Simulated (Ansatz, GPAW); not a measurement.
This is a calculation of InPd for Ansatz 0.2.0. Atoms were shifted at random by some hundredths of an Å from the given cell, which wasn't relaxed again for these runs. The cell comes from a database or a generator and needn't be the stable form of this composition.

Contents of input.yaml:

```yaml
crystal:
  lattice:
    - [3.27188478, 0.0, 0.0]
    - [0.0, 3.27188478, 0.0]
    - [0.0, 0.0, 3.27188478]
  atoms:
    - { symbol: In, position: [-0.006769, 0.000321, 0.008376] }
    - { symbol: Pd, position: [0.489101, 0.506878, 0.491849] }
hamiltonian:
  xc: pbesol
  pseudopotentials: { kind: paw }
kpoints:
  mp_grid: { grid: [8, 8, 8] }
scf:
  occupations: { method: fermi_dirac, width: 0.05 }
output:
  forces: true
  stress: true
  eigenvalues: true
```

Potentials or basis: Ansatz PAW.

Command:

```bash
$ ansatz run input.yaml --threads 1 --pin off --max-ram 3584MiB --backend cpu --events-out ev --progress --plain --runs-dir out
```

Set up the same calculation for GPAW 26.7.0 (ASE script). Potentials or basis there: PAW data sets generated for this functional, cutoff 600 eV.

As run (cutoffs and basis follow the program's own potentials, and thresholds, step limits or extra output files can differ):

run.py

```python
from ase import Atoms
from ase.dft.bandgap import bandgap
from ase.io import write
from ase.units import GPa
from gpaw import GPAW, PW, setup_paths

setup_paths.insert(0, '.')

atoms = Atoms(['In', 'Pd'],
              cell=[[3.27188478, 0.0, 0.0],
                    [0.0, 3.27188478, 0.0],
                    [0.0, 0.0, 3.27188478]],
              scaled_positions=[[-0.006769, 0.000321, 0.008376],
                                [0.489101, 0.506878, 0.491849]],
              pbc=True)

calc = GPAW(mode=PW(600),
            xc='PBEsol',
            kpts={'size': (8, 8, 8), 'gamma': True},
            occupations={'name': 'fermi-dirac', 'width': 0.05},
            nbands=26,
            convergence={'density': 1e-05, 'energy': 1e-05},
            maxiter=150,
            txt='gpaw.txt')
atoms.calc = calc
energy = atoms.get_potential_energy()
forces = atoms.get_forces()
stress = atoms.get_stress()
calc.write('gs.gpw')
write('result.traj', atoms)
print(f'Energy: {energy:.6f} eV')
print('Forces (eV/A):')
print(forces.round(4))
print('Stress (GPa):', (stress / GPa).round(3))
print('Fermi level:', round(calc.get_fermi_level(), 4), 'eV')
print(f'Gap: {bandgap(calc)[0]:.4f} eV, direct: {bandgap(calc, direct=True)[0]:.4f} eV')
```

Potentials or basis: PAW data sets generated in the run's folder for this functional, pw.

Run with:

```bash
$ gpaw-setup -f PBEsol In Pd
$ OMP_NUM_THREADS=1 python run.py
```

Both were run:

|  | Ansatz | GPAW |
| --- | --- | --- |
| Pressure | -2.8 GPa | -3.0 GPa |
| Largest force | 0.223 eV/Å | 0.222 eV/Å |
| Energy over the undisturbed cell | 3.3 meV/atom | 3.3 meV/atom |

Ansatz's pressure holds a Pulay term of +0.06 GPa for its cutoff of 420 eV, which the other run lacks.

The potentials hold 31 and 29 valence electrons a cell.

Ansatz's potentials were made for PBE.

Where Ansatz's input types no cutoff or centring, it takes its own default and a Γ-centred mesh.

Pressure is positive in compression.
